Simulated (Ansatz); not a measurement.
# The perfect (7,0) C nanotube, part 3 of 4

Aim: is the (7,0) C nanotube a metal or a semiconductor?

Ansatz 0.2.0; DFT PBE, plane waves, PAW; relaxation of a wire's period (the session's first sound run).

So far, band gap (eV): step 3 (bands of the perfect wire, PBE) 0.194; step 4 (LDA PBE, k-mesh 1×1×15) 0.184; step 5 (PBEsol PBE, k-mesh 1×1×15) 0.174; step 6 (r2SCAN PBE, cutoff 500 eV, k-mesh 1×1×15) 0.226.

**8. Strain along the wire, period over the relaxed period 0.94, k-mesh 1×1×15**

This step: DFT PBE, plane waves, PAW; relaxation at a fixed period (Ansatz 0.2.0).

The period is set to 0.94 times the relaxed one and the atoms relax within it: strain changes bond lengths and angles, which shifts the bands against each other. Against the first PBE run of this kind, the mesh along the wire has 15 points against 19.

The cell differs from the one that the last finished run ended in (c 4.269 → 4.013 Å).

Input file input.yaml:

```yaml
crystal:
  lattice:
    - [12.28, 0.0, 0.0]
    - [0.0, 12.143, 0.0]
    - [0.0, 0.0, 4.0130767036]
  atoms:
    - { symbol: C, position: [0.294837054, 0.599906036, 0.000547263] }
    - { symbol: C, position: [0.294837054, 0.400078229, 0.000547263] }
    - { symbol: C, position: [0.449335517, 0.724500678, 0.000543421] }
    - { symbol: C, position: [0.449335517, 0.275483587, 0.000543421] }
    - { symbol: C, position: [0.641979786, 0.680020311, 0.000538258] }
    - { symbol: C, position: [0.641979786, 0.319963954, 0.000538258] }
    - { symbol: C, position: [0.727743252, 0.499992133, 0.00053924] }
    - { symbol: C, position: [0.294837054, 0.599906036, 0.33278607] }
    - { symbol: C, position: [0.294837054, 0.400078229, 0.33278607] }
    - { symbol: C, position: [0.449335517, 0.724500678, 0.332789912] }
    - { symbol: C, position: [0.449335517, 0.275483587, 0.332789912] }
    - { symbol: C, position: [0.641979786, 0.680020311, 0.332795075] }
    - { symbol: C, position: [0.641979786, 0.319963954, 0.332795075] }
    - { symbol: C, position: [0.727743252, 0.499992133, 0.332794093] }
    - { symbol: C, position: [0.272273786, 0.499992133, 0.50053924] }
    - { symbol: C, position: [0.358037252, 0.680020311, 0.500538258] }
    - { symbol: C, position: [0.358037252, 0.319963954, 0.500538258] }
    - { symbol: C, position: [0.55068152, 0.724500678, 0.500543421] }
    - { symbol: C, position: [0.55068152, 0.275483587, 0.500543421] }
    - { symbol: C, position: [0.705179983, 0.599906036, 0.500547263] }
    - { symbol: C, position: [0.705179983, 0.400078229, 0.500547263] }
    - { symbol: C, position: [0.272273786, 0.499992133, 0.832794093] }
    - { symbol: C, position: [0.358037252, 0.680020311, 0.832795075] }
    - { symbol: C, position: [0.358037252, 0.319963954, 0.832795075] }
    - { symbol: C, position: [0.55068152, 0.724500678, 0.832789912] }
    - { symbol: C, position: [0.55068152, 0.275483587, 0.832789912] }
    - { symbol: C, position: [0.705179983, 0.599906036, 0.83278607] }
    - { symbol: C, position: [0.705179983, 0.400078229, 0.83278607] }
kpoints:
  mp_grid: { grid: [1, 1, 15] }
  band_path: { path: ["Γ", Z], npoints: 50 }
scf:
  occupations: { method: fermi_dirac, width: 0.05 }
hamiltonian:
  xc: pbe
relax:
  max_steps: 40
  f_tol: 0.02
output:
  stress: true
```

Command:

```
$ ansatz run input.yaml --threads 4 --pin off --max-ram 16384MiB --backend cpu --events-out ev --progress --plain --runs-dir out
```

Numbers of over 12 decimals in the logs are rounded to 6 here.

The program printed:

```text
Warning: output.stress: scf.convergence.dr2_threshold = 1e-7 eV (the SCF's general default) is looser than the 2.8e-9 eV advised for a printed stress (1e-10 eV for each atom of the cell: 28). What an SCF threshold leaves in a stress goes as its square root, and in the free energy as the threshold itself, and one threshold admits the most on a small cell: [figures from the program's tests cut] Every solve of this run  [...]
[...]
Crystal: 28 atoms, lattice volume = 598.414 Å³
Basis set: ecut = 420 eV, 11737 PW (Γ), exchange–correlation on 180×180×54 points (8 copies of the dense FFT grid, shifted against one another)
Bands: 84, of which v1, the nominal top of the filled ones, is band 56 counted from 1 (55 counted from 0)
Symmetry: 8 space group operations
[...]
k-points: 8 of 15
[...]
SCF iter   1: F=—  HF=-7015.762648 eV  |F-HF|=—  |Δ(HF+E_count)|=         —  Δρ=5.46e-3  dr2=1.30e-1  ethr=1.77e-3  ⟨swp⟩=13.5  Hψ=4910  notcnv=0  defer=59
[...]
SCF iter   6: F=-7015.802430 eV  HF=-7015.802430 eV  |F-HF|=1.66e-7  |Δ(HF+E_count)|=   6.56e-6  Δρ=3.87e-6  dr2=2.33e-7  ethr=8.93e-9  ⟨swp⟩=5.0  Hψ=2315  notcnv=0
SCF 1 converged in 6 iterations: F = -7015.802430 eV  dr2 = 2.33e-7
[...]
relax step   1: F+E_penalty+E_count = -7015.80243013 eV  Δ(F+E_penalty+E_count) = +0.000e0 eV  max|allowed force component| = 1.258e0 eV/Å  Δτ_max = 0.0000 Å  (6 SCF iters, dr2 threshold 1.00e-5 eV, accepted)
[...]
SCF iter   5: F=-7016.119685 eV  HF=-7016.119686 eV  |F-HF|=3.20e-7  |Δ(HF+E_count)|=   1.82e-5  Δρ=1.01e-5  dr2=5.69e-7  ethr=1.07e-8  ⟨swp⟩=4.0  Hψ=1925  notcnv=0
SCF 2 converged in 5 iterations: F = -7016.119685 eV  dr2 = 5.69e-7
[...]
relax step   2: F+E_penalty+E_count = -7016.11968536 eV  Δ(F+E_penalty+E_count) = -3.173e-1 eV  max|allowed force component| = 5.479e-1 eV/Å  Δτ_max = 0.0326 Å  (5 SCF iters, dr2 threshold 9.90e-5 eV, accepted)
SCF iter   1: F=—  HF=-7016.194715 eV  |F-HF|=—  |Δ(HF+E_count)|=         —  Δρ=3.98e-3  dr2=8.12e-2  ethr=7.86e-4  ⟨swp⟩=3.5  Hψ=1544  notcnv=0  defer=149
[...]
SCF iter   5: F=-7016.171302 eV  HF=-7016.171303 eV  |F-HF|=3.38e-7  |Δ(HF+E_count)|=   5.07e-6  Δρ=6.27e-6  dr2=4.35e-7  ethr=2.28e-9  ⟨swp⟩=4.0  Hψ=2043  notcnv=0
SCF 3 converged in 5 iterations: F = -7016.171302 eV  dr2 = 4.35e-7
[...]
relax step   3: F+E_penalty+E_count = -7016.17130239 eV  Δ(F+E_penalty+E_count) = -5.162e-2 eV  max|allowed force component| = 1.833e-2 eV/Å  Δτ_max = 0.0155 Å  (5 SCF iters, dr2 threshold 1.88e-5 eV, accepted)
[...]
SCF iter   3: F=-7016.171303 eV  HF=-7016.171303 eV  |F-HF|=1.09e-9  |Δ(HF+E_count)|=   2.43e-7  Δρ=3.79e-7  dr2=1.95e-9  ethr=8.93e-11  ⟨swp⟩=3.0  Hψ=2423  notcnv=0
SCF 4 converged in 3 iterations: F = -7016.171303 eV  dr2 = 1.95e-9
relax step   4: F+E_penalty+E_count = -7016.17130264 eV  Δ(F+E_penalty+E_count) = -2.496e-7 eV  max|allowed force component| = 1.823e-2 eV/Å  Δτ_max = 0.0000 Å  (3 SCF iters, accepted)
[...]
the band table was solved once a step of the walk had ended and its energy, with any forces and stress, was formed, with the checks that follow a solve (4636 applications of the Hamiltonian). They found nothing against the state; the energy, forces and stress were not computed again (output.eigenvalues in the input reference)
[...]
SCF converged after 3 iterations
Free energy (F): -7016.171303 eV
[...]
Internal energy: -7016.159573 eV  (E = F + TS)
E sigma→0 (E₀):  -7016.165438 eV
Entropy (-TS):   -0.011730 eV (-0.419 meV/atom)
Fermi energy:    0.277537 eV
[...]
--- Forces (eV/Å), atoms counted from 1 ---
  atom   1  C      0.00097633    -0.00068183     0.01784431
  atom   2  C      0.00097633     0.00068183     0.01784431
  atom   3  C     -0.00032065    -0.00062087     0.01823399
  atom   4  C     -0.00032065     0.00062087     0.01823399
  atom   5  C     -0.00040638    -0.00078184     0.01798388
  atom   6  C     -0.00040638     0.00078184     0.01798388
  atom   7  C     -0.00120163     0.00000000     0.01779572
  atom   8  C      0.00097633    -0.00068183    -0.01784431
  atom   9  C      0.00097633     0.00068183    -0.01784431
  atom  10  C     -0.00032065    -0.00062087    -0.01823399
  atom  11  C     -0.00032065     0.00062087    -0.01823399
  atom  12  C     -0.00040638    -0.00078184    -0.01798388
  atom  13  C     -0.00040638     0.00078184    -0.01798388
  atom  14  C     -0.00120163     0.00000000    -0.01779572
  atom  15  C      0.00120163     0.00000000     0.01779572
  atom  16  C      0.00040638    -0.00078184     0.01798388
  atom  17  C      0.00040638     0.00078184     0.01798388
  atom  18  C      0.00032065    -0.00062087     0.01823399
  atom  19  C      0.00032065     0.00062087     0.01823399
  atom  20  C     -0.00097633    -0.00068183     0.01784431
  atom  21  C     -0.00097633     0.00068183     0.01784431
  atom  22  C      0.00120163     0.00000000    -0.01779572
  atom  23  C      0.00040638    -0.00078184    -0.01798388
  atom  24  C      0.00040638     0.00078184    -0.01798388
  atom  25  C      0.00032065    -0.00062087    -0.01823399
  atom  26  C      0.00032065     0.00062087    -0.01823399
  atom  27  C     -0.00097633    -0.00068183    -0.01784431
  atom  28  C     -0.00097633     0.00068183    -0.01784431
  max |Σ_I F_I| component: 3.12e-17 eV/Å
--- Stress (GPa, compression-positive) ---
       -0.013892       0.000000       0.000000
        0.000000      -0.005874       0.000000
        0.000000       0.000000      25.365504
  P = ⅓ Tr σ = 8.4486 GPa (84.486 kbar)
--- Band table (eV; the first three rows and the last of 8) ---
  k-point 0: bands = [... 52 lower, -0.9497, -0.9488, 0.0091, 0.4655, 0.4665, 0.5220, 0.5249, 0.5829, ... 24 higher]
  k-point 1: bands = [... 52 lower, -1.2272, -1.2186, -0.1168, -0.1151, 0.2833, 0.8656, 0.8685, 1.0818, ... 24 higher]
  k-point 2: bands = [... 52 lower, -1.2552, -1.2476, -0.7390, -0.7372, 0.8073, 1.4185, 1.4221, 1.6424, ... 24 higher]
  k-point 7: bands = [... 52 lower, -2.3586, -2.3576, -2.0829, -2.0816, 2.6630, 2.6814, 2.9700, 2.9869, ... 24 higher]
--- Relaxed structure (4 steps of the walk, 4 accepted, 0 SCFs on fresh bases) ---
  F+E_penalty+E_count = -7016.17130264 eV   max|allowed force component| = 1.823e-2 eV/Å
  atoms:
    - { symbol: C, position: [0.291459, 0.601565, -0.00216863] }
    - { symbol: C, position: [0.291459, 0.398420, -0.00216863] }
    - { symbol: C, position: [0.448494, 0.728261, -0.0021652] }
    - { symbol: C, position: [0.448494, 0.271723, -0.0021652] }
    - { symbol: C, position: [0.644326, 0.683020, -0.0021712] }
    - { symbol: C, position: [0.644326, 0.316964, -0.0021712] }
    - { symbol: C, position: [0.731489, 0.499992, -0.00217366] }
    - { symbol: C, position: [0.291459, 0.601565, 0.335502] }
    - { symbol: C, position: [0.291459, 0.398420, 0.335502] }
    - { symbol: C, position: [0.448494, 0.728261, 0.335499] }
    - { symbol: C, position: [0.448494, 0.271723, 0.335499] }
    - { symbol: C, position: [0.644326, 0.683020, 0.335505] }
    - { symbol: C, position: [0.644326, 0.316964, 0.335505] }
    - { symbol: C, position: [0.731489, 0.499992, 0.335507] }
    - { symbol: C, position: [0.268528, 0.499992, 0.497826] }
    - { symbol: C, position: [0.355691, 0.683020, 0.497829] }
    - { symbol: C, position: [0.355691, 0.316964, 0.497829] }
    - { symbol: C, position: [0.551523, 0.728261, 0.497835] }
    - { symbol: C, position: [0.551523, 0.271723, 0.497835] }
    - { symbol: C, position: [0.708559, 0.601565, 0.497831] }
    - { symbol: C, position: [0.708559, 0.398420, 0.497831] }
    - { symbol: C, position: [0.268528, 0.499992, 0.835507] }
    - { symbol: C, position: [0.355691, 0.683020, 0.835505] }
    - { symbol: C, position: [0.355691, 0.316964, 0.835505] }
    - { symbol: C, position: [0.551523, 0.728261, 0.835499] }
    - { symbol: C, position: [0.551523, 0.271723, 0.835499] }
    - { symbol: C, position: [0.708559, 0.601565, 0.835502] }
    - { symbol: C, position: [0.708559, 0.398420, 0.835502] }
```

Wall time 56 s (4 threads of Arm Neoverse V1, shared host); peak memory 2 GiB.

Step by step:

```tsv
step	energy less that of the first step (eV)	largest force component (eV/Å)
1	0.0000	1.2584
2	-0.3173	0.5479
3	-0.3689	0.0183
4	-0.3689	0.0182
```

The run keeps the 8 symmetry operations that it works with, so distortions that break them were not tested.

The atoms that moved most (Å):

```tsv
atom	dx	dy	dz	length
C18	0.010	0.046	-0.011	0.048
C25	0.010	0.046	0.011	0.048
C3	-0.010	0.046	-0.011	0.048
C10	-0.010	0.046	0.011	0.048
C19	0.010	-0.046	-0.011	0.048
C26	0.010	-0.046	0.011	0.048
C11	-0.010	-0.046	0.011	0.048
C4	-0.010	-0.046	-0.011	0.048
```

Final coordinates:

```xyz
28
Lattice="12.2800 0.0000 0.0000 0.0000 12.1430 0.0000 0.0000 0.0000 4.0131" Properties=species:S:1:pos:R:3
C     3.5791    7.3048   -0.0087
C     3.5791    4.8380   -0.0087
C     5.5075    8.8433   -0.0087
C     5.5075    3.2995   -0.0087
C     7.9123    8.2939   -0.0087
C     7.9123    3.8489   -0.0087
C     8.9827    6.0714   -0.0087
C     3.5791    7.3048    1.3464
C     3.5791    4.8380    1.3464
C     5.5075    8.8433    1.3464
C     5.5075    3.2995    1.3464
C     7.9123    8.2939    1.3464
C     7.9123    3.8489    1.3464
C     8.9827    6.0714    1.3464
C     3.2975    6.0714    1.9978
C     4.3679    8.2939    1.9978
C     4.3679    3.8489    1.9978
C     6.7727    8.8433    1.9978
C     6.7727    3.2995    1.9978
C     8.7011    7.3048    1.9978
C     8.7011    4.8380    1.9978
C     3.2975    6.0714    3.3530
C     4.3679    8.2939    3.3529
C     4.3679    3.8489    3.3529
C     6.7727    8.8433    3.3529
C     6.7727    3.2995    3.3529
C     8.7011    7.3048    3.3529
C     8.7011    4.8380    3.3529
```

This step gave:

```
energy at zero smearing : -7016.1654 eV
band gap                : 0 eV
```

Electronic bands along the path, in eV, zero at the Fermi level:

```tsv
point	band 53	band 54	band 55	band 56	band 57	band 58	band 59	band 60
Γ	-1.23	-1.23	-0.27	0.19	0.19	0.24	0.25	0.31
halfway	-2.10	-2.09	-1.67	-1.67	1.48	2.05	2.07	2.18
Z	-2.50	-2.50	-2.50	-2.50	2.53	2.53	2.55	2.55
```

Bands cross the Fermi level, where there was a gap of 0.194 eV under PBE at the relaxed period.

**9. At a strained period, period over the relaxed period 1.03, k-mesh 1×1×14**

The period is set to 1.03 times the relaxed one and the atoms relax within it: strain changes bond lengths and angles, which shifts the bands against each other. Against the first PBE run of this kind, the mesh along the wire has 14 points against 19.

The cell differs from the one that the last finished run ended in (c 4.013 → 4.397 Å).

Changes to input.yaml since step 8:

```diff
@@ -4,3 +4,3 @@
     - [0.0, 12.143, 0.0]
-    - [0.0, 0.0, 4.0130767036]
+    - [0.0, 0.0, 4.3973074518]
   atoms:
@@ -35,3 +35,3 @@
 kpoints:
-  mp_grid: { grid: [1, 1, 15] }
+  mp_grid: { grid: [1, 1, 14] }
   band_path: { path: ["Γ", Z], npoints: 50 }
```

The program printed:

```text
[...]
Crystal: 28 atoms, lattice volume = 655.709 Å³
Basis set: ecut = 420 eV, 12863 PW (Γ), exchange–correlation on 180×180×60 points (8 copies of the dense FFT grid, shifted against one another)
Bands: 84, of which v1, the nominal top of the filled ones, is band 56 counted from 1 (55 counted from 0)
Symmetry: 8 space group operations
[...]
- { symbol: C, position: [0.641237, 0.320906, 0.00129771] }
    - { symbol: C, position: [0.726554, 0.499992, 0.00129865] }
    - { symbol: C, position: [0.295909, 0.599384, 0.332026] }
[...]
- { symbol: C, position: [0.550416, 0.723325, 0.832028] }
    - { symbol: C, position: [0.550416, 0.276660, 0.832028] }
    - { symbol: C, position: [0.704108, 0.599384, 0.832026] }
    - { symbol: C, position: [0.704108, 0.400600, 0.832026] }
[key lines of the parts left out:]
SCF converged after 4 iterations
Free energy (F): -7018.445918 eV
Fermi energy:    -0.483702 eV
P = ⅓ Tr σ = -3.6075 GPa (-36.075 kbar)
```

Run time: 61 s. Hardware: 4 threads; peak memory 2.2 GiB; 4 min of CPU time.

Step by step:

```tsv
step	energy less that of the first step (eV)	largest force component (eV/Å)
1	0.0000	0.2554
2	-0.0289	0.1083
3	-0.0310	0.0261
4	-0.0311	0.0003
```

The run keeps the 8 symmetry operations that it works with, so distortions that break them were not tested.

The atoms that moved most (Å):

```tsv
atom	dx	dy	dz	length
C4	0.003	0.014	0.003	0.015
C11	0.003	0.014	-0.003	0.015
C26	-0.003	0.014	-0.003	0.015
C19	-0.003	0.014	0.003	0.015
C3	0.003	-0.014	0.003	0.015
C10	0.003	-0.014	-0.003	0.015
C25	-0.003	-0.014	-0.003	0.015
C18	-0.003	-0.014	0.003	0.015
```

Final coordinates:

```xyz
28
Lattice="12.2800 0.0000 0.0000 0.0000 12.1430 0.0000 0.0000 0.0000 4.3973" Properties=species:S:1:pos:R:3
C     3.6338    7.2783    0.0057
C     3.6338    4.8645    0.0057
C     5.5211    8.7833    0.0057
C     5.5211    3.3595    0.0057
C     7.8744    8.2460    0.0057
C     7.8744    3.8968    0.0057
C     8.9221    6.0714    0.0057
C     3.6338    7.2783    1.4600
C     3.6338    4.8645    1.4600
C     5.5211    8.7833    1.4600
C     5.5211    3.3595    1.4600
C     7.8744    8.2460    1.4601
C     7.8744    3.8968    1.4601
C     8.9221    6.0714    1.4601
C     3.3581    6.0714    2.2044
C     4.4058    8.2460    2.2044
C     4.4058    3.8968    2.2044
C     6.7591    8.7833    2.2044
C     6.7591    3.3595    2.2044
C     8.6464    7.2783    2.2044
C     8.6464    4.8645    2.2044
C     3.3581    6.0714    3.6587
C     4.4058    8.2460    3.6587
C     4.4058    3.8968    3.6587
C     6.7591    8.7833    3.6587
C     6.7591    3.3595    3.6587
C     8.6464    7.2783    3.6587
C     8.6464    4.8645    3.6587
```

Numbers from this step:

| Item | Value |
| --- | --- |
| energy at zero smearing | -7018.4453 eV |
| band gap | 0.4505 eV |

The electronic bands at the labelled points (eV, zero at the Fermi level):

```tsv
point	band 53	band 54	band 55	band 56	band 57	band 58	band 59	band 60
Γ	-0.55	-0.54	-0.24	-0.24	0.21	0.81	0.82	0.96
halfway	-1.84	-1.84	-0.88	-0.88	1.81	2.08	2.09	2.44
Z	-1.75	-1.75	-1.75	-1.75	2.79	2.79	2.81	2.81
```

The gap is 0.451 eV, against 0.194 eV under PBE at the relaxed period.

(Continued in part 4 of 4.)

[Logs are printed without paths, hosts, clocks, repeated set-up lines and the standing remarks that a program may print on its own settings, such as how far it seeks lower states.]

[Hosts, paths, dates, database ids (printed as entryN), source tags and the programs' standing remarks are cut or masked in the printed files.]
